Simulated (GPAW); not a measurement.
A run of GPAW 26.7.0 is set up as follows.

Contents of run.py:

```python
from ase import Atoms
from ase.filters import FrechetCellFilter
from ase.io import write
from ase.optimize import BFGS
from gpaw import GPAW, PW, setup_paths

setup_paths.insert(0, '.')

atoms = Atoms(['Ti', 'Si'],
              cell=[[1.816178, -2.117624, 0.0],
                    [1.816178, 2.117624, 0.0],
                    [0.0, 0.0, 3.803934]],
              scaled_positions=[[0.5, 0.5, 0.0],
                                [0.0, 0.0, 0.5]],
              pbc=True)

calc = GPAW(mode=PW(600),
            xc='PBEsol',
            kpts={'size': (8, 8, 6), 'gamma': True},
            occupations={'name': 'fermi-dirac', 'width': 0.05},
            nbands=18,
            convergence={'density': 1e-05, 'forces': 0.0001},
            maxiter=150,
            txt='gpaw.txt')
atoms.calc = calc
opt = BFGS(FrechetCellFilter(atoms), trajectory='relax.traj', logfile='-')
done = opt.run(fmax=0.02, steps=60)
calc.write('gs.gpw')
write('result.traj', atoms)
print('Converged:', done)
print('Cell:', atoms.cell.cellpar().round(4))
print('Volume:', round(atoms.get_volume(), 4))
print(atoms.get_scaled_positions().round(5))
```

Potentials or basis: PAW data sets generated in the run's folder for this functional, pw.

Run with:

```console
$ gpaw-setup -f PBEsol Si Ti
$ OMP_NUM_THREADS=1 python run.py
```

(1) Predict the space group after relaxing (to 0.05 Å).

(2) Predict the relaxed volume.

(3) What does it give for the band gap on the k mesh?

Answers

(1) Cmmm (No. 65).

(2) 14.11 Å³/atom.

(3) none (metal or under the smearing width).

Caveat: later steps reuse the first step's grids.
